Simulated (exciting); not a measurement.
# Sb (I4/mmm) in exciting: single point with WC+D2

Aim: the single point of Sb with WC+D2.

All numbers are computed with exciting (release sodium); they aren't measurements. Logs are shortened: lines on timing, memory, paths and dates and some standing lists are left out, and cuts for length are marked.

## (1) The crystal as given

The structure is tetragonal, space group I4/mmm (No. 139). The conventional cell has a = 3.153 Å, b = 3.153 Å, c = 5.424 Å, α = 90.00°, β = 90.00°, γ = 90.00°. Sb (site symmetry 4/mmm) is surrounded by 12 Sb at 3.15 to 3.51 Å.

This isn't the form of Sb at room conditions, which is rhombohedral.

## (2) Single point, WC+D2, collinear spin, ferromagnetic start

input.xml

```xml
<input>
  <title>Sb</title>
  <structure speciespath="./" tshift="false">
    <crystal scale="1.88972612463">
      <basevect>-1.576540183100 1.576540183100 2.711938431300</basevect>
      <basevect>1.576540183100 -1.576540183100 2.711938431300</basevect>
      <basevect>1.576540183100 1.576540183100 -2.711938431300</basevect>
    </crystal>
    <species speciesfile="Sb.xml" rmt="2.3">
      <atom coord="0.000000000000 0.000000000000 0.000000000000" bfcmt="0 0 -8"/>
    </species>
  </structure>
  <groundstate do="fromscratch" ngridk="12 12 12" rgkmax="9" gmaxvr="12" lmaxapw="10" lmaxmat="10" lmaxvr="6" stype="Methfessel-Paxton 1" swidth="0.00499791" nempty="16" ValenceRelativity="iora*" epsengy="1e-05" epspot="1e-05" maxscl="90" tforce="true" outputlevel="normal" vdWcorrection="DFTD2">
    <libxc exchange="XC_GGA_X_WC" correlation="XC_GGA_C_PBE"/>
    <spin reducebf="0.5"/>
  </groundstate>
  <properties>
    <DFTD2/>
  </properties>
</input>
```

Potentials or basis: all-electron LAPW+lo, shipped species files, valence relativity iora*.

Started as:

```console
$ OMP_NUM_THREADS=1 exciting_smp
```

INFO.OUT:

```text
================================================================================
EXCITING SODIUM started
All units are atomic (Hartree, Bohr, etc.)
================================================================================

********************************************************************************
* Ground-state run starting from atomic densities                              *
********************************************************************************

++++++++++++++++++++++++++++++++++++++++++++++++++++++++++++++++++++++++++++++++
+ Starting initialization                                                      +
++++++++++++++++++++++++++++++++++++++++++++++++++++++++++++++++++++++++++++++++

 Lattice vectors (cartesian) :
     -2.9792291705      2.9792291705      5.1248209020
      2.9792291705     -2.9792291705      5.1248209020
      2.9792291705      2.9792291705     -5.1248209020

 Reciprocal lattice vectors (cartesian) :
      0.0000000000      1.0544984873      0.6130151109
      1.0544984873      0.0000000000      0.6130151109
      1.0544984873      1.0544984873      0.0000000000

 Unit cell volume                           :     181.9476736802
 Brillouin zone volume                      :       1.3633052208

 Species :    1 (Sb)
     parameters loaded from                 :    Sb.xml
     name                                   :    antimony
     nuclear charge                         :     -51.00000000
     electronic charge                      :      51.00000000
     atomic mass                            :  221954.90190000
     muffin-tin radius                      :       2.30000000
     # of radial points in muffin-tin       :     400

     atomic positions (lattice) :
       1 :   0.00000000  0.00000000  0.00000000

     magnetic fields (cartesian) :
       1 :   0.00000000  0.00000000 -8.00000000

[... 62 lines left out ...]
+ SCF iteration number :    1                                                  +
++++++++++++++++++++++++++++++++++++++++++++++++++++++++++++++++++++++++++++++++
 Total energy                               :     -6481.74006245
 _______________________________________________________________
 Fermi energy                               :         0.29419636
 Kinetic energy                             :      6841.84928923
 Coulomb energy                             :    -13153.61666846
 Exchange energy                            :      -167.20409471
 Correlation energy                         :        -2.76858852
 No external B-field energy in total energy
[... 519 lines left out ...]
 RMS change in effective potential (target) :  0.446825E-07  ( 0.100000E-04)
 Absolute change in total energy   (target) :  0.637689E-06  ( 0.100000E-04)
 Charge distance                   (target) :  0.471638E-09  ( 0.100000E-04)
 Abs. change in max-nonIBS-force   (target) :   0.00000      ( 0.500000E-04)

++++++++++++++++++++++++++++++++++++++++++++++++++++++++++++++++++++++++++++++++
| Convergency criteria checked for the last 2 iterations                       +
| Convergence targets achieved. Performing final SCF iteration                 +
++++++++++++++++++++++++++++++++++++++++++++++++++++++++++++++++++++++++++++++++
 Total energy                               :     -6482.90079689
 _______________________________________________________________
 Fermi energy                               :         0.28516159
 Kinetic energy                             :      6840.57508839
 Coulomb energy                             :    -13153.47532513
 Exchange energy                            :      -167.21648829
 Correlation energy                         :        -2.76866147
 No external B-field energy in total energy
 DFT-D2 dispersion correction               :        -0.01541038

 DOS at Fermi energy (states/Ha/cell)       :        19.31817967

 Electron charges :
     core                                   :        36.00000000
     core leakage                           :         0.00375584
     valence                                :        15.00000000
     interstitial                           :         2.90886956
     charge in muffin-tin spheres :
                  atom     1    Sb          :        48.09113044
     total charge in muffin-tins            :        48.09113044
     total charge                           :        51.00000000

 Moments :
     interstitial                           :         0.00000494
     moment in muffin-tin spheres :
                  atom     1    Sb          :         0.00000579
     total moment in muffin-tins            :         0.00000579
     total moment                           :         0.00001073

++++++++++++++++++++++++++++++++++++++++++++++++++++++++++++++++++++++++++++++++
+ Self-consistent loop stopped                                                 +
++++++++++++++++++++++++++++++++++++++++++++++++++++++++++++++++++++++++++++++++
 STATE.OUT is written

--------------------------------------------------------------------------------
- Writing atomic positions and forces                                          -
--------------------------------------------------------------------------------

 Atomic positions (lattice) :
 atom     1  Sb  :     0.00000000    0.00000000    0.00000000

 Total atomic forces including IBS (cartesian) :
 atom     1  Sb  :     0.00000000    0.00000000    0.00000000

 Atomic force components including IBS (cartesian) :
 atom     1  Sb  :     0.00000000    0.00000000    0.00000000   HF force
                 :     0.00000000    0.00000000    0.00000000   core correction
                 :     0.00000000    0.00000000    0.00000000   IBS correction
                 :    -0.00000000   -0.00000000   -0.00000000   DFT-D2 force

********************************************************************************
* Groundstate module stopped                                                   *
********************************************************************************

--------------------------------------------------------------------------------
- CAUTION! Warnings have been written in file WARNING.OUT !                    -
--------------------------------------------------------------------------------
================================================================================
| EXCITING SODIUM stopped                                                      =
================================================================================
```

Wall time 2.6 min (1 thread of AMD EPYC 7R43 (Zen 3), shared host); peak memory 0.09 GiB.

The run converged, but some of its settings lie outside the range that counts as converged (typed here: gmaxvr = 12; lmaxvr = 6), so its numbers aren't taken as properties of the crystal.

Results:

```
Free energy                                       : -176408.7178 eV
Band gap on the k mesh                            : none (metal or under the smearing width)
Net moment                                        : 0.00 μB per cell
All electrons inside the program's atomic spheres : Sb 48.09 (radii Sb 2.3 bohr)
Dispersion energy per atom                        : -0.419 eV
Density of states at the Fermi level              : 0.71 states/eV per cell
```
